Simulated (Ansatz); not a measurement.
**Co in Ansatz: the effect of starting spin order**

Crystal: Co.

```xyz
4
Lattice="2.4706 0.0000 0.0000 -1.2353 2.1396 0.0000 0.0000 0.0000 8.0882" Properties=species:S:1:pos:R:3 pbc="T T T"
Co    1.2353    0.7132    6.0662
Co    0.0000    0.0000    4.0441
Co    0.0000    1.4264    2.0221
Co    0.0000    0.0000    0.0000
```

Alike in all runs:

* Program: Ansatz 0.2.0
* Task: single point
* Functional: PBEsol
* Potentials or basis: all-electron LAPW, scalar-relativistic
* Cutoff: 290 eV (chosen from the basis error)
* Basis error allowed: 0.002 eV/atom
* k mesh: 12 × 12 × 4
* Occupations: fermi-dirac, width 0.05 eV

| starting spin order | spin | starting moments | energy over the lowest run (meV/atom) | final net moment (μB) | final largest site moment (μB) |
| --- | --- | --- | --- | --- | --- |
| fm | collinear spin, ferromagnetic start | [2.0, 2.0, 2.0, 2.0] μB | 0.0 | 6.59 | 1.70 |
| off | no spin polarisation | - | ? | ? | ? |
| afm | collinear spin, antiferromagnetic start | [2.0, -2.0, 2.0, -2.0] μB | 0.0 | -6.59 | 1.70 |
| ferri | collinear spin, ferrimagnetic start | [2.0, -1.0, 2.0, -1.0] μB | 0.0 | 6.59 | 1.70 |

What does the run with starting spin order off give?

Energy over the lowest run 197.4 meV/atom; final net moment 0.00 μB; final largest site moment 0.00 μB.

Caveats: the starting moments weren't kept (some runs).
